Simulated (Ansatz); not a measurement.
# CaF2 (Fluorite) (Fm-3m) in Ansatz: equation of state

How stiff is CaF2 (Fluorite) in PBE, and what volume does it want? The cell is scaled to several volumes.

Program: Ansatz 0.2.0. These are calculated values, not measurements. Logs are shortened: lines on timing, memory, paths and dates and some standing lists are left out, and cuts for length are marked.

**1. Starting point**

It takes space group Fm-3m (No. 225, cubic). The conventional cell has a = 5.462 Å, b = 5.462 Å, c = 5.462 Å, α = 90.00°, β = 90.00°, γ = 90.00°. Around Ca (site symmetry m-3m) lie 8 F at 2.37 Å. Around F (site symmetry -43m) lie 4 Ca at 2.37 Å.

**2. Equation of state, PBE**

Potentials or basis: all-electron LAPW, scalar-relativistic.

This step only gathers the single runs of the series.

What came out:

| Property | Result |
| --- | --- |
| Equilibrium volume | 13.94 Å³/atom |
| Bulk modulus | 77 GPa |
| Pressure derivative of the bulk modulus | 4.5 |

Energy against volume, from the lowest point:
```tsv
volume (Å³/atom)	energy (meV/atom)
12.764	28.18
13.036	16.00
13.308	7.48
13.579	2.26
13.851	0.00
14.122	0.39
14.394	3.17
```

PBE usually gives volumes a little too large and moduli too small. Zero-point motion and thermal expansion aren't in these numbers.
